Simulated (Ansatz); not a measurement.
The system is BaTiO3.

```
Ba Ti O
1.0
    -2.82767   -1.63255   -2.31773
     2.82767   -4.89766    0.00000
    -2.82767   -1.63255    4.63546
Ba Ti O
2 2 6
Direct
  0.01575 0.99511 0.97326
  0.98425 0.50489 0.52674
  0.50386 0.98954 0.50362
  0.46814 0.51046 0.02438
  0.53055 0.23162 0.73316
  0.48625 0.75828 0.23994
  0.47922 0.75734 0.73348
  0.53758 0.25276 0.23962
  0.99089 0.02893 0.47950
  0.04611 0.47107 0.00370
```

The cell isn't the ideal one: a zone-boundary wave of random shape, sigma 0.1 Å.

* Program: Ansatz 0.2.0
* Task: relaxation of cell and atoms
* Functional: PBEsol
* Potentials or basis: Ansatz PAW
* Cutoff: 420 eV (not typed: the program's choice for these potentials)
* k mesh: 7 × 5 × 5
* Occupations: fermi-dirac, width 0.05 eV
* Spin: no spin polarisation

At the start: volume 12.84 Å³/atom.

How do energy, volume and symmetry change on relaxing?

It ends after 8 steps and the volume is 12.69 Å³/atom (-1.1 %); space group R3m (No. 160, to 0.05 Å).

The path:
```csv
step,energy change (eV),largest force (eV/Å),volume (Å³)
1,0.0000,3.1418,128.39
2,-0.6423,1.7334,128.87
3,-0.9349,0.1107,127.02
4,-0.9407,0.0595,127.06
5,-0.9420,0.0026,127.01
6,-0.9373,0.0026,127.01
7,-0.9377,0.0016,126.93
8,-0.9373,0.0016,126.93
```

Final structure:
```
Ba Ti O
1.0
    -2.82307   -1.62989   -2.29698
     2.81757   -4.87996   -0.00014
    -2.83099   -1.63427    4.60670
Ba Ti O
2 2 6
Direct
  0.01039 0.99999 0.00199
  0.01038 0.49998 0.50199
  0.52128 0.99997 0.51304
  0.52128 0.49998 0.01304
  0.49860 0.24684 0.73686
  0.49860 0.74684 0.23686
  0.49861 0.75318 0.73686
  0.49861 0.25319 0.23685
  0.99243 0.00001 0.48996
  0.99243 0.50000 0.98996
```

Caveat: the plane-wave basis is chosen anew once the cell has moved, so the energies of steps on either side of that aren't comparable; the pressure holds a Pulay correction of +0.6 GPa for the finite cutoff; the PAW data sets come from PBE, with cores solved anew for the run's functional, which leaves a small shift of forces and pressure.
